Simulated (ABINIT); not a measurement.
# C (C2/m) in ABINIT: notebook

Aim: see how the results for C move with the level of theory and the settings. Levels: LDA, AM05. Tasks: single point.

Everything below comes from runs of ABINIT 10.8.3 (patched build). Logs are shortened: lines on timing, memory, paths and dates and some standing lists are left out, and cuts for length are marked. The log counts tension as positive stress, the text compression.

## Step 1: The crystal as given

Symmetry: C2/m, No. 12, monoclinic system. The conventional cell has a = 4.255 Å, b = 2.457 Å, c = 3.765 Å, α = 90.00°, β = 111.49°, γ = 90.00°. Around C (site symmetry m) lie 3 C at 1.42 Å.

This is a stacking variant of graphite.

## Step 2: Single point, LDA (cell relaxed)

run.abi

```
# Pseudopotentials
pp_dirpath "./"
pseudos "C.hgh"

# Structure
acell 4.6163264697 4.6163264697 6.8754682429
rprim
     0.8659982777    -0.5000118251    -0.0059293906
     0.8659982777     0.5000118251    -0.0059293906
    -0.3834886253     0.0000000000     0.9235455995
ntypat 1
znucl 6
natom 2
typat 1 1
xred
     0.1666271200     0.1666271200     0.9998822200
     0.8333728800     0.8333728800     0.0001177800
chkprim 0
chksymtnons 0
tolsym 1.0e-6

# Plane-wave basis
ecut 1442.203471 eV

# k points
kptopt 1
ngkpt 10 10 6
nshiftk 1
shiftk 0.0 0.0 0.0

# Exchange and correlation
ixc 7

# Bands and occupations
nband 8
occopt 3
tsmear 0.00183747

# SCF cycle
nstep 100
tolvrs 1.0e-10

# Output
iomode 3
prtwf 0
prteig 0
prtebands 0
enunit 1
prtden 1
prtvha 1
prtvclmb 1
prtpot 1
prtelf 1
```

Potentials or basis: HGH LDA.

The run is started by

```
$ mpirun --bind-to none -np 4 abinit run.abi > log 2>&1
```

run.abo:

```text
.Version 10.8.3 of ABINIT
 Symmetries : space group C2/m (# 12); Bravais mC (1-face-center monocl.)
================================================================================
 Values of the parameters that define the memory need of the present run
     intxc =       0    ionmov =       0      iscf =       7    lmnmax =       1
     lnmax =       1     mgfft =      48  mpssoang =       2    mqgrid =    3001
     natom =       2  nloc_mem =       1    nspden =       1   nspinor =       1
    nsppol =       1      nsym =       4    n1xccc =       0    ntypat =       1
    occopt =       3   xclevel =       1
       mpw =        2177          nfft =       49152          nkpt =         172
================================================================================
================================================================================

--------------------------------------------------------------------------------
------------- Echo of variables that govern the present computation ------------
--------------------------------------------------------------------------------
 -outvars: echo values of preprocessed input variables --------
            acell      4.6163264697E+00  4.6163264697E+00  6.8754682429E+00 Bohr
              amu      1.20110000E+01
          chkprim           0
      chksymtnons           0
             ecut      5.30000000E+01 Hartree
           enunit           1
                       outvar_i_n : Printing only first  50 k-points.
              ixc           7
                       outvar_i_n : Printing only first  50 k-points.
         kptrlatt       10    0    0      0   10    0      0    0    6
          kptrlen      4.12528095E+01
            natom           2
            nband           8
            ngfft          32      32      48
             nkpt         172
            nstep         100
             nsym           4
           ntypat           1
                       prtocc : prtvol=0, do not print more k-points.
           occopt           3
        prtebands           0
           prteig           0
           prtelf           1
           prtpot           1
         prtvclmb           1
           prtvha           1
            prtwf           0
            rprim      8.6599827770E-01 -5.0001182510E-01 -5.9293906000E-03
                       8.6599827770E-01  5.0001182510E-01 -5.9293906000E-03
                      -3.8348862530E-01  0.0000000000E+00  9.2354559950E-01
          spgroup          12
           tolsym      1.00000000E-06
           tolvrs      1.00000000E-10
           tsmear      1.83747000E-03 Hartree
            typat      1  1
                       outvars : Printing only first  50 k-points.
           xangst     -6.9009607818E-01 -9.9937323828E-18  3.3549510889E+00
                       3.5258496860E+00  1.2307395949E-17 -2.3746451148E-02
            xcart     -1.3040925883E+00 -1.8885417179E-17  6.3399387238E+00
                       6.6628902677E+00  2.3257607667E-17 -4.4874289131E-02
             xred      1.6662712000E-01  1.6662712000E-01  9.9988222000E-01
                       8.3337288000E-01  8.3337288000E-01  1.1778000000E-04
            znucl        6.00000

================================================================================

 chkinp: Checking input parameters for consistency.

================================================================================
== DATASET  1 ==================================================================

--- !DatasetInfo
iteration_state: {dtset: 1, }
dimensions: {natom: 2, nkpt: 172, mband: 8, nsppol: 1, nspinor: 1, nspden: 1, mpw: 2177, }
cutoff_energies: {ecut:  53.0, pawecutdg:  -1.0, }
electrons: {nelect:   8.00000000E+00, charge:   0.00000000E+00, occopt:   3.00000000E+00, tsmear:   1.83747000E-03, }
meta: {optdriver: 0, ionmov: 0, optcell: 0, iscf: 7, paral_kgb: 0, }
...

 Exchange-correlation functional for the present dataset will be:
  LDA: Perdew-Wang 92 LSD fit to Ceperley-Alder data - ixc=7
  J.P.Perdew and Y.Wang, PRB 45, 13244 (1992)

 Real(R)+Recip(G) space primitive vectors, cartesian coordinates (Bohr,Bohr^-1):
 R(1)=  3.9977308 -2.3082178 -0.0273720  G(1)=  0.1254276 -0.2166173  0.0520819
 R(2)=  3.9977308  2.3082178 -0.0273720  G(2)=  0.1254276  0.2166173  0.0520819
 R(3)= -2.6366639  0.0000000  6.3498084  G(3)=  0.0010814  0.0000000  0.1579341
 Unit cell volume ucvol=  1.1685424E+02 bohr^3
 Angles (23,13,12)=  1.09729293E+02  1.09729293E+02  6.00015647E+01 degrees

 getcut: wavevector=  0.0000  0.0000  0.0000  ngfft=  32  32  48
         ecut(hartree)=     53.000   => boxcut(ratio)=   2.11520

--- Pseudopotential description ------------------------------------------------
- pspini: atom type   1  psp file is ./C.hgh
    3    1    1    0      2001   0.00000      pspcod,pspxc,lmax,lloc,mmax,r2well

 pspatm : COMMENT -
  the projectors are not normalized,
  so that the KB energies are not consistent with
  definition in PRB44, 8503 (1991).
  However, this does not influence the results obtained hereafter.

  -2.71515907E+00                                ecore*ucvol(ha*bohr**3)
--------------------------------------------------------------------------------

================================================================================

--- !BeginCycle
iteration_state: {dtset: 1, }
solver: {iscf: 7, nstep: 100, nline: 4, wfoptalg: 0, }
tolerances: {tolvrs: 1.00E-10, }
...

     iter   Etot(hartree)      deltaE(h)  residm     vres2
 ETOT  1  -11.404447744786    -1.140E+01 1.118E-01 2.146E+02
 ETOT  2  -11.427148346314    -2.270E-02 9.556E-02 3.809E+00
 ETOT  3  -11.427230258325    -8.191E-05 8.786E-03 5.187E-01
 ETOT  4  -11.427245163294    -1.490E-05 1.791E-03 9.229E-04
 ETOT  5  -11.427245202080    -3.879E-08 4.957E-03 1.535E-05
 ETOT  6  -11.427245202688    -6.080E-10 4.506E-03 5.107E-08
 ETOT  7  -11.427245202689    -1.213E-12 5.001E-03 6.439E-10
 ETOT  8  -11.427245202689     2.487E-14 8.013E-04 9.603E-12

 At SCF step    8       vres2   =  9.60E-12 < tolvrs=  1.00E-10 =>converged.

 Compute ELF
--------------------------------------------------------------------------------

 Compute kinetic energy density

 Compute gradient of the electron density
 Electron Localization Function (ELF) [min:0;max:1]
)     Maximum=    9.4356E-01  at reduced coord.    0.0000    0.5000    0.0000
)     Minimum=    2.6678E-06  at reduced coord.    0.1563    0.1563    0.0000
   Integrated=    4.2302E+01

--------------------------------------------------------------------------------
 End of ELF section

 Cartesian components of stress tensor (hartree/bohr^3)
  sigma(1 1)=  6.40041204E-05  sigma(3 2)=  0.00000000E+00
  sigma(2 2)=  6.44612041E-05  sigma(3 1)= -3.04267676E-07
  sigma(3 3)=  6.61850693E-05  sigma(2 1)=  0.00000000E+00

--- !ResultsGS
iteration_state: {dtset: 1, }
comment   : Summary of ground state results
lattice_vectors:
- [  3.9977308,  -2.3082178,  -0.0273720, ]
- [  3.9977308,   2.3082178,  -0.0273720, ]
- [ -2.6366639,   0.0000000,   6.3498084, ]
lattice_lengths: [   4.61633,    4.61633,    6.87547, ]
lattice_angles: [109.729, 109.729,  60.002, ] # degrees, (23, 13, 12)
lattice_volume:   1.1685424E+02
convergence: {deltae:  2.487E-14, res2:  9.603E-12, residm:  8.013E-04, diffor: null, }
etotal    :  -1.14272452E+01
entropy   :   0.00000000E+00
fermie    :   2.61824292E-01
cartesian_stress_tensor: # hartree/bohr^3
- [  6.40041204E-05,   0.00000000E+00,  -3.04267676E-07, ]
- [  0.00000000E+00,   6.44612041E-05,   0.00000000E+00, ]
- [ -3.04267676E-07,   0.00000000E+00,   6.61850693E-05, ]
pressure_GPa:  -1.9089E+00
xred      :
- [  1.6663E-01,   1.6663E-01,   9.9988E-01,  C]
- [  8.3337E-01,   8.3337E-01,   1.1778E-04,  C]
cartesian_forces: # hartree/bohr
- [ -3.66747176E-06,  -1.76817176E-22,   1.37341664E-05, ]
- [  3.66747176E-06,   1.76817176E-22,  -1.37341664E-05, ]
force_length_stats: {min:   1.42154028E-05, max:   1.42154028E-05, mean:   1.42154028E-05, }
...

 Integrated electronic density in atomic spheres:
 ------------------------------------------------
 Atom  Sphere_radius  Integrated_density
    1        2.00000          4.84806339
    2        2.00000          4.84806339
================================================================================

 ----iterations are completed or convergence reached----

 Mean square residual over all n,k,spin=   14.628E-07; max=  80.129E-05
 reduced coordinates (array xred) for    2 atoms
       0.166627120000      0.166627120000      0.999882220000
       0.833372880000      0.833372880000      0.000117780000
 rms dE/dt=  5.7265E-05; max dE/dt=  9.6879E-05; dE/dt below (all hartree)
    1       0.000015037496      0.000015037496     -0.000096879216
    2      -0.000015037496     -0.000015037496      0.000096879216

 cartesian coordinates (angstrom) at end:
    1     -0.69009607818130    -0.00000000000000     3.35495108888662
    2      3.52584968601400     0.00000000000000    -0.02374645114773

 cartesian forces (hartree/bohr) at end:
    1     -0.00000366747176    -0.00000000000000     0.00001373416645
    2      0.00000366747176     0.00000000000000    -0.00001373416645
 frms,max,avg= 8.2072666E-06 1.3734166E-05   0.000E+00  0.000E+00  0.000E+00 h/b

 cartesian forces (eV/Angstrom) at end:
    1     -0.00018858898052    -0.00000000000000     0.00070623923428
    2      0.00018858898052     0.00000000000000    -0.00070623923428
 frms,max,avg= 4.2203462E-04 7.0623923E-04   0.000E+00  0.000E+00  0.000E+00 e/A
 length scales=  4.616326469700  4.616326469700  6.875468242900 bohr
              =  2.442854764196  2.442854764196  3.638341105962 angstroms
 Fermi (or HOMO) energy (eV) =   7.12460   Average Vxc (eV)= -10.78891
 Eigenvalues (   eV  ) for nkpt= 172  k points:
 kpt#   1, nband=  8, wtk=  0.00167, kpt=  0.0000  0.0000  0.0000 (reduced coord)
 -12.65124    0.30580    4.00724    4.00758   10.82104   15.52616   15.52652   18.60435
 prteigrs : prtvol=0 or 1, do not print more k-points.

--- !EnergyTerms
iteration_state     : {dtset: 1, }
comment             : Components of total free energy in Hartree
kinetic             :  8.79740180653465E+00
hartree             :  3.39995593547100E+00
xc                  : -3.49216584347300E+00
Ewald energy        : -8.45275358021923E+00
psp_core            : -2.32354352905463E-02
local_psp           : -1.25595219872450E+01
non_local_psp       :  9.03073907069819E-01
internal            : -1.14272451971523E+01
'-kT*entropy'       : -5.53667842970025E-09
total_energy        : -1.14272452026890E+01
total_energy_eV     : -3.10951182937903E+02
band_energy         : -6.27895900329574E-01
...

 Cartesian components of stress tensor (hartree/bohr^3)
  sigma(1 1)=  6.40041204E-05  sigma(3 2)=  0.00000000E+00
  sigma(2 2)=  6.44612041E-05  sigma(3 1)= -3.04267676E-07
  sigma(3 3)=  6.61850693E-05  sigma(2 1)=  0.00000000E+00

-Cartesian components of stress tensor (GPa)         [Pressure= -1.9089E+00 GPa]
- sigma(1 1)=  1.88306624E+00  sigma(3 2)=  0.00000000E+00
- sigma(2 2)=  1.89651410E+00  sigma(3 1)= -8.95186409E-03
- sigma(3 3)=  1.94723197E+00  sigma(2 1)=  0.00000000E+00

== END DATASET(S) ==============================================================
================================================================================

 -outvars: echo values of variables after computation  --------
            acell      4.6163264697E+00  4.6163264697E+00  6.8754682429E+00 Bohr
           etotal     -1.1427245203E+01
            fcart     -3.6674717615E-06 -1.7681717581E-22  1.3734166448E-05
                       3.6674717615E-06  1.7681717581E-22 -1.3734166448E-05
            rprim      8.6599827770E-01 -5.0001182510E-01 -5.9293906000E-03
                       8.6599827770E-01  5.0001182510E-01 -5.9293906000E-03
                      -3.8348862530E-01  0.0000000000E+00  9.2354559950E-01
           strten      6.4004120422E-05  6.4461204061E-05  6.6185069264E-05
                       0.0000000000E+00 -3.0426767590E-07  0.0000000000E+00
           xangst     -6.9009607818E-01 -9.9937323828E-18  3.3549510889E+00
                       3.5258496860E+00  1.2307395949E-17 -2.3746451148E-02
             xred      1.6662712000E-01  1.6662712000E-01  9.9988222000E-01
                       8.3337288000E-01  8.3337288000E-01  1.1778000000E-04
 Calculation completed.
```

Run time: 11 s. Hardware: 4 MPI ranks of Intel Xeon Platinum 8488C (Sapphire Rapids), shared host; peak memory 0.28 GiB.

What came out:

| Item | Value |
| --- | --- |
| Free energy | -310.9512 eV |
| Pressure | -1.9 GPa |
| Band gap on the k mesh | 1.19 eV, direct |
| All electrons inside the program's atomic spheres | C 4.85 (radii [1.0584] Å) |

Levels at points of the mesh, in eV from the valence-band top:
```tsv
k point	band 1	band 2	band 3	band 4	band 5	band 6	band 7	band 8
(0.00, 0.00, 0.00)	-19.18	-6.22	-2.52	-2.52	4.29	9.00	9.00	12.08
(0.50, 0.00, 0.00)	-13.68	-12.86	-5.96	-1.54	2.48	8.45	12.12	12.63
(0.50, 0.50, 0.00)	-13.56	-12.77	-6.01	-2.28	1.72	8.03	13.52	15.33
(0.00, 0.00, 0.50)	-18.86	-8.27	-2.54	-2.54	8.95	8.95	10.57	12.35
(0.50, 0.00, 0.50)	-13.56	-12.77	-6.01	-2.27	1.74	8.03	13.51	15.28
(0.50, 0.50, 0.50)	-13.68	-12.86	-5.96	-1.53	2.50	8.45	12.10	12.59
```

Caveat: HGH potentials are hard and often keep d shells in the core, so these values are rough. A k mesh can miss the band edges.

[end of part 1 of 2]
